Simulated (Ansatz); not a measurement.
# SnS2: how the settings move a single-point run

How sensitive is a single-point run of SnS2 to its settings? A reference run comes first, then one run with altered input.

Method: reference: DFT, PBE, all-electron LAPW, scalar-relativistic, in Ansatz 0.2.0.

## (1) The system as given

It takes space group P-3m1 (No. 164, trigonal). Conventional cell: a = 3.598 Å, b = 3.598 Å, c = 5.494 Å, α = 90.00°, β = 90.00°, γ = 120.00°. Around Sn (site symmetry -3m) lie 6 S at 2.53 Å. S (site symmetry 3m) has 3 Sn at 2.53 Å as nearest neighbours.

Coordinates:

```
CELL_PARAMETERS angstrom
3.59830 0.00000 0.00000
-1.79915 3.11622 0.00000
0.00000 0.00000 5.49400
ATOMIC_POSITIONS crystal
Sn 0.00000 0.00000 0.00000
S 0.66667 0.33333 0.26390
S 0.33333 0.66667 0.73610
```

## (2) The reference run

Input file input.yaml:

```yaml
crystal:
  lattice:
    - [3.5983003419, 0.0, 0.0]
    - [-1.7991501709, 3.1162195065, 0.0]
    - [0.0, 0.0, 5.494]
  atoms:
    - { symbol: Sn, position: [0.0, 0.0, 0.0] }
    - { symbol: S, position: [0.6666666667, 0.3333333333, 0.2639] }
    - { symbol: S, position: [0.3333333333, 0.6666666667, 0.7361] }
kpoints:
  mp_grid: { grid: [10, 10, 6] }
  band_path:
    path:
      - [0.0, 0.0, 0.0]
      - [0.5, 0.0, 0.0]
      - [0.3333333333, 0.3333333333, 0.0]
      - [0.0, 0.0, 0.0]
      - [0.0, 0.0, 0.5]
      - [0.5, 0.0, 0.5]
      - [0.3333333333, 0.3333333333, 0.5]
      - [0.0, 0.0, 0.5]
      - [0.5, 0.0, 0.5]
    npoints: 8
scf:
  occupations: { method: fermi_dirac, width: 0.01 }
hamiltonian:
  xc: pbe
  pseudopotentials: { kind: all_electron, lapw: { basis_error: 0.001 } }
output:
  forces: true
  stress: true
  eigenvalues: true
  fatbands: true
  populations: true
  dos: { projected: true, de: 0.2, e_range: [-14, 8] }
```

Run with:

```bash
$ ansatz run input.yaml --threads 1 --pin off --max-ram 3072MiB --backend cpu --events-out ev --progress --plain --runs-dir out
```

The main lines of its log:

```text
[...]
Basis set: ecut = 243.2820495574067 eV, 535 PW (Γ), exchange–correlation at level 2
[...]
k-points: 72 of 600
[...]
SCF iter   1: F=—  HF=-189816.183733 eV  |F-HF|=—  |Δ(HF+E_count)|=         —  Δρ=3.90e-2  dr2=1.41e0  ethr=2.81e-3  ⟨swp⟩=2.0  Hψ=14834  notcnv=0
preconditioner: auto → Resta (q_TF=auto, 2.635 Å⁻¹)  ε∞=3.2  [insulator: Δε(μ)=1.644 eV  Ē_g=16.448 eV  σ=0.010 eV  W_gap=1.00  n_scr=22 (ndim 8)  ℏωp=24.1 eV  f_vac=0.029  D(μ)=0.00/eV (n_scr^D=0)  ε∞_Penn≈3.2]
SCF iter   2: F=—  HF=-189815.700706 eV  |F-HF|=—  |Δ(HF+E_count)|=   4.83e-1  Δρ=1.66e-2  dr2=2.00e-1  ethr=2.81e-3  ⟨swp⟩=3.0  Hψ=6386  notcnv=0
[...]
SCF iter   7: F=—  HF=-189815.675225 eV  |F-HF|=—  |Δ(HF+E_count)|=   4.81e-5  Δρ=3.93e-5  dr2=1.44e-6  ethr=4.48e-8  ⟨swp⟩=3.0  Hψ=6411  notcnv=0
SCF iter   8: F=-189815.675229 eV  HF=-189815.675229 eV  |F-HF|=8.72e-8  |Δ(HF+E_count)|=   3.32e-6  Δρ=9.84e-6  dr2=8.44e-8  ethr=2.89e-9  ⟨swp⟩=3.0  Hψ=6408  notcnv=0
[...]
SCF converged after 8 iterations
Free energy (F): -189815.675229 eV
[...]
E sigma→0 (E₀):  -189815.675229 eV
Fermi energy:    10.664108 eV
[...]
  P = ⅓ Tr σ = 9.2021 GPa (92.021 kbar)
[...]
```

Run time: 45 s. Hardware: 1 thread, shared host.

## (3) Variant: scf.algorithm direct_min, accuracy high

Changes to input.yaml since step 2:

```diff
@@ -25,2 +25,3 @@
   occupations: { method: fermi_dirac, width: 0.01 }
+  algorithm: direct_min
 hamiltonian:
@@ -32,4 +33,3 @@
   eigenvalues: true
-  fatbands: true
   populations: true
-  dos: { projected: true, de: 0.2, e_range: [-14, 8] }
+accuracy: high
```

Run with:

```bash
$ ansatz run input.yaml --threads 1 --pin off --max-ram 3072MiB --backend cpu --events-out ev --progress --plain --runs-dir out
```

The log of the run (excerpt; [...] marks lines left out):

```text
Sn: projections on atomic orbitals take those of the free atom 1s2 2s2 2p6 3s2 3p6 3d10 4s2 4p6 4d10 5s2 5p2, of charge +0.00 (hamiltonian.pseudopotentials.projection_atoms)
S: projections on atomic orbitals take those of the free atom 1s2 2s2 2p6 3s2 3p4, of charge +0.00 (hamiltonian.pseudopotentials.projection_atoms)
LAPW: plane waves up to 7.991 Å⁻¹, error target 1.0e-3 eV per atom; small_component_spin mean_spin; S in spheres of 1.103 Å, 14 of its electrons in bands, Dirac shells []; Sn in spheres of 1.431 Å, 22 of its electrons in bands, Dirac shells []
[...]
Pseudopotentials: kind: all_electron
Pseudopotential: Sn, LAPW, valence charge 22, Koelling and Harmon's equation, gaussian nucleus
Pseudopotential: S, LAPW, valence charge 14, Koelling and Harmon's equation, gaussian nucleus
Functional definition: PBE
[...]
Crystal: 3 atoms, lattice volume = 61.605 Å³
Basis set: ecut = 243.2820495574067 eV, 535 PW (Γ), exchange–correlation at level 2
Bands: 30, of which v1, the nominal top of the filled ones, is band 25 counted from 1 (24 counted from 0)
Symmetry: 12 space group operations
Space group: P-3m1 (ITA 164), of the structure as read, at distance tolerance 3.9e-5 Å
k-points: 72 of 600
[...]
SCF iter   1: F=—  HF=-189816.183734 eV  |F-HF|=—  |Δ(HF+E_count)|=         —  Δρ=3.90e-2  dr2=1.41e0  ethr=2.81e-3  ⟨swp⟩=2.0  Hψ=14834  notcnv=0
[...]
the basis was enlarged: its passes take 1.3 MiB over the memory plan, 1 of 1 planned eigensolver slots
[...]
SCF iter   7: F=-189815.675229 eV  HF=-189815.675229 eV  |F-HF|=1.20e-8  |Δ(HF+E_count)|=   8.77e-8  Δρ=1.42e-6  dr2=1.78e-9  ethr=2.31e-10  ⟨swp⟩=2.1  Hψ=5844  notcnv=0
[...]
NSCF: frozen V_eff on 65 k-points
SCF converged after 7 iterations
Stability not checked: this state was not tested for a lower state beside it, because a direct minimisation reached the state, and no test of it is asked (direct_minimisation; see scf.lower_state_search)
Free energy (F): -189815.675229 eV
[...]
E sigma→0 (E₀):  -189815.675229 eV
Fermi energy:    10.664143 eV
[...]
--- Forces (eV/Å), atoms counted from 1 ---
  atom   1  Sn    -0.00000000    -0.00000000     0.00000000
  atom   2  S      0.00000000     0.00000000     0.45158283
  atom   3  S     -0.00000000    -0.00000000    -0.45158283
[...]
--- Stress (GPa, compression-positive) ---
        9.125032       0.000000       0.000000
       -0.000000       9.125032       0.000000
        0.000000       0.000000       9.353951
  P = ⅓ Tr σ = 9.2013 GPa (92.013 kbar)
--- Band table (eV; the first three rows and the last of 72) ---
[...]
--- Löwdin populations: 3 sites ---
  site symbol       q [e]
     0     Sn     49.2434
     1      S     16.3044
     2      S     16.3044
  spilling = 0.001804 (of n_electrons = 82.000000)
```

Wall time 81 s (1 thread, shared host).

Same state: the changed solver leaves the energy within 0.5 meV/atom.

## (4) All runs together

| run | ending | energy change | pressure (GPa) | gap (eV) | force (eV/Å) | cycles | time |
| --- | --- | --- | --- | --- | --- | --- | --- |
| reference | converged | 0 | 9.2 | 1.10 | 0.45 | 8 | 45 s |
| 1: scf.algorithm direct_min, accuracy high | converged | 0.0 meV/atom | 9.2 | 1.10 | 0.45 | 7 | 81 s |

Times don't compare one to one where runs were asked for different outputs or read a saved state (see the inputs); cycles may leave out searches for a lower state.

Residual by cycle in the longest SCF loop of each run; runs are numbered as in the table. The quantity is the density residual dr2, in eV.

| cycle | reference | run 1 |
| --- | --- | --- |
| 1 | 1.41 | 1.41 |
| 2 | 0.2 | 0.264 |
| 3 | 0.0414 | 0.0135 |
| 4 | 0.00183 | 1.0e-4 |
| 5 | 1.2e-4 | 2.0e-6 |
| 6 | 2.2e-5 | 1.1e-7 |
| 7 | 1.4e-6 | 1.8e-9 |
| 8 | 8.4e-8 | - |

Same state: the changed solver leaves the energy within 0.5 meV/atom.

These are semilocal Kohn-Sham gaps, which aren't the measured quantity. Such gaps usually fall short of the measured ones.
